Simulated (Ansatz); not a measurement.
`C[O][SnH2][F]` + `F[C](F)F`• → `C[O][SnH][F]`• + `FC(F)F`  (hydrogen abstraction from the Sn–H bond)

Gas-phase electronic energies from Ansatz, PBE0-D4/def2-TZVP geometries. CCSD(T)/CBS adds triple-zeta CCSD(T) − MP2 to the extrapolated MP2 energy (def2 sets, frozen cores). This one scheme is used for every species. DFT in def2-TZVPP. Open shells (•) are unrestricted, without spin–orbit coupling. def2 core potentials past Kr. For Sn outer-core shells are correlated without core-valence functions, which leaves a few kJ/mol of doubt a bond. Each species was taken in one conformer, which may not be the lowest.

| level | ΔE (eV) |
| --- | --- |
| B2PLYP | -1.60 |
| SCS-MP2/def2-QZVPP | -1.57 |

Problem. What does CCSD(T)/CBS give? (An estimate is asked.)

Solution. Ansatz gave: -1.55 eV. The listed levels differ from it by -0.05, -0.02 eV.

Largest T1 diagnostic among the species: 0.019.

From PBE to PBE0 (25 % exact exchange), in def2-TZVPP and without D4, ΔE moves by +0.10 eV. In def2-TZVPP, CCSD(T) changes the Hartree–Fock value by −0.27 eV (the triples alone add −0.02 eV) and MP2 by −0.31 eV. At CCSD(T), def2-SVP lies +0.06 eV from the extrapolated value and def2-TZVPP +0.02 eV.

CCSD(T)/CBS has its own doubt, a few kJ/mol and more with outer-core shells, so smaller differences from it don't rank the levels.
